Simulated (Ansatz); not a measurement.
**AlRu: how the settings move a single-point run**

Question: which choices in the input matter for AlRu?

Method: reference: DFT, PBE, PAW with Ansatz's default frozen-core files, scalar-relativistic, in Ansatz 0.2.0.

## Step 1: The system as given

It takes space group P4/mmm (No. 123, tetragonal). Conventional cell: a = 2.977 Å, b = 2.977 Å, c = 3.022 Å, α = 90.00°, β = 90.00°, γ = 90.00°. Al (site symmetry 4/mmm) has 8 Ru at 2.59 Å and 6 Al at 2.98 to 3.02 Å in its first shell of neighbours. Around Ru (site symmetry 4/mmm) lie 8 Al at 2.59 Å and 6 Ru at 2.98 to 3.02 Å.

Structure file:

```cif
data_structure
_symmetry_space_group_name_H-M 'P 1'
_symmetry_Int_Tables_number 1
_cell_length_a 2.9768
_cell_length_b 2.9768
_cell_length_c 3.0215
_cell_angle_alpha 90.000
_cell_angle_beta 90.000
_cell_angle_gamma 90.000
_cell_volume 26.77
loop_
_atom_site_label
_atom_site_type_symbol
_atom_site_fract_x
_atom_site_fract_y
_atom_site_fract_z
_atom_site_occupancy
Al1 Al 0.00000 0.00000 0.00000 1
Ru1 Ru 0.50000 0.50000 0.50000 1
```

## Step 2: Reference

Input file input.yaml:

```yaml
crystal:
  lattice:
    - [2.9767532582, 0.0, 0.0]
    - [0.0, 2.9767532582, 0.0]
    - [0.0, 0.0, 3.021516]
  atoms:
    - { symbol: Al, position: [0.0, 0.0, 0.0] }
    - { symbol: Ru, position: [0.5, 0.5, 0.5] }
kpoints:
  mp_grid: { grid: [12, 12, 12] }
scf:
  occupations: { method: fermi_dirac, width: 0.05 }
hamiltonian:
  xc: pbe
  pseudopotentials: { kind: paw }
output:
  forces: true
  stress: true
  eigenvalues: true
  efg: { contact_densities: true }
```

Run with:

```
> ansatz run input.yaml --threads 1 --pin off --max-ram 2048MiB --backend cpu --events-out ev --progress --plain --runs-dir out
```

## Step 3: Changing settings: ecutwfc 200 eV, ecutrho_ratio 8

Edit input.yaml of step 2 so:

```diff
@@ -20 +20,4 @@
   efg: { contact_densities: true }
+basis:
+  ecutwfc: "200 eV"
+  ecutrho_ratio: 8
```

Q: Predict the outcome of this session. Wanted: for each run, ending; energy change; pressure; gap; force.

The runs gave:

```tsv
run	ending	energy change	pressure (GPa)	gap (eV)	force (eV/Å)	cycles	time
reference	converged	0	2.5	0.00	0.00	6	5.2 s
1: ecutwfc 200 eV, ecutrho_ratio 8	converged	+4.57 eV/atom	12.8	0.00	0.00	7	3.6 s
```

Residual by cycle in the longest SCF loop of each run; runs are numbered as in the table. The quantity is the density residual dr2, in eV.

```tsv
cycle	reference	run 1
1	0.004	2.29
2	0.00161	0.701
3	1.5e-5	0.00112
4	1.0e-6	1.2e-5
5	5.5e-8	3.6e-6
6	1.9e-9	3.7e-7
7	-	1.6e-8
```

**Reading.** Changing the cutoff and numerical grids moves the energy by +4.57 eV/atom, and the pressure goes from 2.5 to 12.8 GPa. The log warns that the cutoff is under what these potentials recommend, so the shift holds truncation error. Cost: 7 SCF cycles against 6, 3.6 s against 5.2 s. Run 1 ran under the cutoff that the potentials recommend, as the log warns, so basis error is mixed into its values.
